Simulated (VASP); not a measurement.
Write the native input for VASP 6.6.1 that does the following.

```
Task                   : single point
Functional             : LDA
Potentials or basis    : VASP PAW LDA potentials, release 64 (B)
Cutoff                 : 520 eV
k mesh                 : 36 × 36 × 14
Occupations            : gaussian, width 0.15 eV
Spin                   : no spin polarisation
Dipole correction      : no
Further INCAR settings : ALGO = Fast; EDIFF = 1e-06; NBANDS = 8
```

The structure of B lies in POSCAR:

```
B
1.0
    1.8338909766      0.0000000000      0.0000000000
   -0.9169454883      1.5881961735      0.0000000000
    0.0000000000      0.0000000000      3.1329124404
B
1
Direct
    0.0000000000      0.0000000000      0.0000000000
```

This isn't the form of B at room conditions, which is rhombohedral.

The input as run:

INCAR

```
PREC = Accurate ; ENCUT = 520
EDIFF = 1E-6 ; ISMEAR = 0
SIGMA = 0.15 ; LREAL = F
LASPH = T ; NELM = 100
ALGO = Fast ; ISIF = 2
LWAVE = F ; LCHARG = F
GGA = CA ; NBANDS = 8
```

KPOINTS

```
Automatic mesh
0
Gamma
  36 36 14
```

Potentials or basis: VASP PAW LDA potentials, release 64 (B).

Run with:

```console
$ cat potpaw_LDA.64/B/POTCAR > POTCAR
$ mpirun -np 1 vasp_std > vasp.out
```

Results of the run:

| Property | Result |
| --- | --- |
| Pressure | -32.8 GPa |
| Band gap on the k mesh | none (metal or under the smearing width) |

Caveat: a pressure of tens of GPa on the cell as given is suspect, and the run, the potentials or the cell itself is likely at fault.

Wall time 20 s on 1 thread of Intel(R) Xeon(R) 6975P-C (Granite Rapids), on a shared host, peak memory 0.16 GiB.
